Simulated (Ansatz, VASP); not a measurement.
# Two plane-wave programs on TiB2

```
CELL_PARAMETERS angstrom
1.52196 2.63611 0.00000
-1.52196 2.63611 0.00000
0.00000 0.00000 3.24409
ATOMIC_POSITIONS crystal
Ti 0.00000 0.00000 0.00000
B 0.33330 0.33340 0.50000
B 0.66660 0.66670 0.50000
```

Alike in both runs: task single point; functional PBE; k mesh 7 × 7 × 6; occupations fermi-dirac, width 0.0451 eV; no spin polarisation.

```csv
,VASP,Ansatz
version,VASP 6.6.1,Ansatz 0.2.0
potentials or method,"VASP PAW PBE potentials, release 64 (Ti_sv, B)",PAW plane waves
plane-wave cutoff (eV),520,420
valence electrons in the cell,18,18
```

```csv
,VASP,Ansatz,Ansatz less VASP
gap on the k mesh at the Fermi level (eV),none,none,-
pressure (GPa),-3.2,-3.4,-0.16
largest component of the traceless stress (GPa),0.72,0.74,+0.019
```

A gap of «none» marks a metal or a gap that the smearing closes. Ansatz warned: «structure_snapped_to_symmetry».
